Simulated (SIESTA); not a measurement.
**Si2W under changes of volume**

One of the cells (13.646 Å³/atom); the others are scaled copies at fixed shape and fractional positions:

```
W Si
1.0
     4.61685    0.00000    0.00000
    -2.30843    3.99831    0.00000
     0.00000    0.00000    6.65322
W Si
3 6
Direct
  0.50000 0.00000 0.50000
  0.50000 0.50000 0.83333
  0.00000 0.50000 0.16667
  0.32725 0.16363 0.16667
  0.83637 0.16363 0.83333
  0.16363 0.32725 0.50000
  0.67275 0.83637 0.16667
  0.16363 0.83637 0.83333
  0.83637 0.67275 0.50000
```

Measurements of this composition are mostly on another form, of space group No. 139.

```yaml
Program: SIESTA 5.4.2
Functional: LDA
Potentials_or_basis: PseudoDojo 0.4 standard (LDA files)
Basis: DZP (energy shift 0.003 Ry; two zetas on semicore shells)
Grid_cutoff: 800 Ry
Energy_shift: 0.003 Ry
k_mesh: 5 × 5 × 3
Occupations: fermi-dirac, width 0.05 eV
Spin: no spin polarisation
```

| volume (Å³/atom) | energy over the lowest point (meV/atom) | pressure (GPa) | gap on the mesh (eV) | largest force (eV/Å) |
| --- | --- | --- | --- | --- |
| 12.827 | 5.58 | 6.0 | 0.57 | 0.004 |
| 13.100 | 0.00 | 0.7 | 0.56 | 0.010 |
| 13.373 | 2.96 | -4.0 | 0.52 | 0.024 |
| 13.646 | 13.56 | -8.3 | 0.48 | 0.035 |
| 13.919 | ? | ? | ? | ? |
| 14.192 | 54.57 | -15.5 | 0.41 | 0.061 |
| 14.465 | 83.57 | -18.5 | 0.37 | 0.069 |

Question: What does the run at 13.919 Å³/atom give?

Answer: Energy over the lowest point 31.02 meV/atom; pressure -12.1 GPa; gap on the mesh 0.44 eV; largest force 0.048 eV/Å.

Worked out: A Birch-Murnaghan fit of order 3 (a polynomial in V^(-2/3)) to the other rows has its minimum at 13.14 Å³/atom with B0 = V·E''(V) = 238 GPa and B' = 4.4 at fixed shape and positions, which overstates the stiffness. It gives 31.01 meV/atom at 13.919 Å³/atom, against the run's 31.02, and -dE/dV = -12.1 GPa, against -12.1. A parabola through the other rows of the gap, of slope -1.93 eV per unit of ln V there, gives 0.45 eV, against the run's 0.44.

Energies are extrapolated to zero smearing.

Caveats: short orbitals over semicore shells can move pressures by several GPa; spin-orbit coupling is left out, which moves the levels of the heavy elements; an odd mesh through Γ misses points on the zone boundary, where band edges often lie; the basis of atomic orbitals isn't converged, which shifts pressures, moduli and gaps.
